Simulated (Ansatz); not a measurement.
## Loss of CH4: C5H12 → C4H8 + CH4

Species: C5H12 (pentane) `CCCCC`, singlet; C4H8 (1-butene) `C=CCC`, singlet; CH4 (methane) `C`, singlet. 

Shapes, held fixed at every level: PBE0-D4/def2-TZVP. Flexible molecules stand in one conformer, not always the lowest. Programs: Ansatz 0.2.0. Electronic energies: no zero-point or thermal term.

Question: Estimate ΔE of this reaction.

Answer: The highest level, CCSD(T)/CBS estimate, gives ΔE = +86.4 kJ/mol; the levels span +75.4 to +102.8. The column of differences is taken from that level and isn't an error. No measured value is set beside it here. The CBS estimate extrapolates MP2 from def2-TZVPP and def2-QZVPP and adds CCSD(T) − MP2 in the triple-zeta set, cores frozen.

```json
{"level": "HF/def2-SVP", "kind": "Hartree–Fock", "ΔE (kJ/mol)": "+75.4", "less CCSD(T)/CBS estimate": "-11.0"}
{"level": "r2SCAN-D4/def2-TZVPP", "kind": "meta-GGA", "ΔE (kJ/mol)": "+88.8", "less CCSD(T)/CBS estimate": "+2.4"}
{"level": "PBE0-D4/def2-TZVPP", "kind": "global hybrid", "ΔE (kJ/mol)": "+99.8", "less CCSD(T)/CBS estimate": "+13.4"}
{"level": "wB97M-V/def2-TZVPP", "kind": "range-separated hybrid", "ΔE (kJ/mol)": "+88.9", "less CCSD(T)/CBS estimate": "+2.5"}
{"level": "MP2/def2-SVP", "kind": "perturbation theory", "ΔE (kJ/mol)": "+102.8", "less CCSD(T)/CBS estimate": "+16.4"}
{"level": "CCSD/def2-SVP", "kind": "coupled cluster or CI", "ΔE (kJ/mol)": "+94.9", "less CCSD(T)/CBS estimate": "+8.5"}
{"level": "CCSD(T)/CBS estimate", "kind": "coupled cluster or CI", "ΔE (kJ/mol)": "+86.4", "less CCSD(T)/CBS estimate": "0.0"}
```
